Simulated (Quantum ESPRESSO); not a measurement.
Crystal: HfN.

```
CELL_PARAMETERS angstrom
0.00000 2.25600 2.25600
2.25600 0.00000 2.25600
2.25600 2.25600 0.00000
ATOMIC_POSITIONS crystal
Hf 0.00000 0.00000 0.00000
N 0.50000 0.50000 0.50000
```

Base run:

- Program: Quantum ESPRESSO 7.5
- Functional: PBEsol
- Potentials or basis: GBRV 1.5 PBEsol
- Cutoff: 612 eV
- Density cutoff: 4898 eV
- k mesh: 10 × 10 × 10
- Occupations: fermi-dirac, width 0.05 eV
- Spin: no spin polarisation

Its results: band gap on the k mesh none (metal or under the smearing width); pressure -2.8 GPa.

Question: The run is repeated on the same cell with these changes: functional from PBEsol to LDA; potentials or basis from GBRV 1.5 PBEsol to GBRV 1.5 LDA. What comes out?

Answer: Band gap on the k mesh none (metal or under the smearing width); pressure -8.9 GPa.

Caveats: spin-orbit coupling is left out, which moves the levels of the heavy elements (some runs).
